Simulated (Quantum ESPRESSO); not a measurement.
Crystal: TaN.

```
CELL_PARAMETERS angstrom
0.00000 2.21132 2.21132
2.21132 0.00000 2.21132
2.21132 2.21132 0.00000
ATOMIC_POSITIONS crystal
Ta 0.50000 0.50000 0.50000
N 0.00000 0.00000 0.00000
```

The cell comes from a database or a generator and needn't be the stable form of this composition.

| Property | Result |
| --- | --- |
| Program | Quantum ESPRESSO 7.5 |
| Task | phonons |
| Functional | PBEsol |
| Potentials or basis | PseudoDojo 0.4.1 SR PBE standard |
| Cutoff | 1143 eV |
| Density cutoff | 4572 eV |
| k mesh | 7 × 7 × 7 |
| Occupations | cold, width 0.272 eV |
| Spin | collinear spin, ferromagnetic start |
| Starting moments | [0.5, 0.0] μB |
| Mixing beta | 0.3 |
| Most SCF iterations | 120 |
| SCF threshold | 4e-10 Ry |

At Γ the optical frequencies are 300 300 300 cm⁻¹, at a pressure of -10.2 GPa.

Question: How do the modes respond when the cell is scaled evenly, at fixed shape?

Answer: The highest mode has a Grüneisen parameter of 4.54 and moves by +4.4 cm⁻¹ per GPa. None of the listed modes softens on compression. The pressures give a bulk modulus of about 309 GPa.

Frequencies at 99 % and 101 % of the volume (pressures -7.0 and -13.2 GPa), ions relaxed:
| mode | 99 % (cm⁻¹) | 101 % (cm⁻¹) | Grüneisen parameter |
| --- | --- | --- | --- |
| 4 | 313.1 | 285.9 | 4.54 |
| 5 | 313.1 | 285.9 | 4.54 |
| 6 | 313.1 | 285.9 | 4.54 |

Modes are matched by their order; those that don't vary smoothly over the three volumes are left out.

Caveat: the k mesh is coarse; the mesh is thin for the phonons of a metal; the potentials were made for another functional, which shifts forces and pressure; the cell is more than 3 GPa from zero pressure, which shifts response properties.
